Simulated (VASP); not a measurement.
SiO2, 12 atoms in the cell. The structure is tetragonal, space group P4_12_12 (No. 92). The conventional cell has a = 5.075 Å, b = 5.075 Å, c = 7.085 Å, α = 90.00°, β = 90.00°, γ = 90.00°. Si (site symmetry 2) has 4 O at 1.62 Å as nearest neighbours. O (site symmetry 1) has 2 Si at 1.62 Å as nearest neighbours. The cell is a database's computed one.

```yaml
Program: VASP 6.6.1
Task: band structure
Functional: PBE
Potentials_or_basis: VASP PAW PBE potentials, release 64 (Si, O)
Cutoff: 600 eV
k_mesh: 8 × 8 × 6
Occupations: gaussian, width 0.02 eV
Spin: no spin polarisation
Further_INCAR_settings: ALGO = Normal; EDIFF = 1e-06; NBANDS = 44
```

Potentials or basis: VASP PAW PBE potentials, release 64 (Si, O).

The run is started by

```console
$ cat potpaw_PBE.64/Si/POTCAR potpaw_PBE.64/O/POTCAR > POTCAR
$ mpirun -np 8 vasp_std > vasp.out
```

Hardware: 8 MPI ranks on AMD EPYC 9R45 (Zen 5), on a shared host.

Problem. Estimate the wall time of this run.

Solution. It took 2.4 min on 8 MPI ranks on AMD EPYC 9R45 (Zen 5) (shared host), peak memory 0.84 GiB a rank. Counts: scf iterations 44, k points 60.
